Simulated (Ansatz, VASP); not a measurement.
## Two plane-wave programs on Li

INCAR

```
ALGO = Normal
EDIFF = 1E-6
EDIFFG = -0.005
ENCUT = 600
GGA = PE
IBRION = 2
ISIF = 3
ISMEAR = -5
LASPH = T
LCHARG = F
LREAL = F
LWAVE = F
NELM = 60
NSW = 100
PREC = Accurate
SIGMA = 0.1
```

Contents of KPOINTS:

```
k-points
0
Gamma
  16 16 16
```

File POSCAR:

```
Li
1.0
   -1.7546500000      1.7546500000      1.7546500000
    1.7546500000     -1.7546500000      1.7546500000
    1.7546500000      1.7546500000     -1.7546500000
Li
1
Direct
    0.0000000000      0.0000000000      0.0000000000
```

Input for Ansatz:

```yaml
crystal:
  lattice:
    - [-1.75465, 1.75465, 1.75465]
    - [1.75465, -1.75465, 1.75465]
    - [1.75465, 1.75465, -1.75465]
  atoms:
    - { symbol: Li, position: [0.0, 0.0, 0.0] }
basis:
  ecutwfc: 420
kpoints:
  mp_grid: { grid: [16, 16, 16] }
hamiltonian:
  xc: pbe
scf:
  occupations: { method: tetrahedron }
  mixing: { algorithm: broyden, beta: 0.2 }
output:
  forces: true
  eigenvalues: true
  stress: true
relax:
  adjacent_minimum: "off"
  f_tol: 0.005
  max_steps: 80
  cell: { stress_tol: 0.05 }
```

Alike in both runs: task relaxation of cell and atoms; functional PBE; k mesh 16 × 16 × 16; occupations tetrahedron; no spin polarisation.

|  | VASP | Ansatz |
| --- | --- | --- |
| version | VASP 6.6.1 | Ansatz 0.2.0 |
| potentials or method | VASP PAW PBE potentials, release 64 (Li_sv) | scalar-relativistic, plane waves, PAW |
| plane-wave cutoff (eV) | 600 | 420 |
| valence electrons in the cell | 3 | 3 |

Ansatz gave:

```
gap on the k mesh at the Fermi level, each at its own relaxed structure (eV) : none
relaxed volume (Å³/atom)                                                     : 20.18
relaxed cell length with the largest relative difference (Å)                 : 2.971
energy change over the relaxation (meV/atom)                                 : -4
```

Question: What did VASP give for the same quantities?

Answer: gap on the k mesh at the Fermi level, each at its own relaxed structure (eV): none; relaxed volume (Å³/atom): 19.99; relaxed cell length with the largest relative difference (Å): 2.961; energy change over the relaxation (meV/atom): -5.

A gap of «none» marks a metal or a gap that the smearing closes. Ansatz warned: «band_table_not_solved_further».

Caveats: the cutoff is under 1.25 times the usual one of these potentials, so pressure, stress and relaxed cells hold a basis-set (Pulay) error (VASP); tetrahedron occupations give inexact forces and stress in metals.
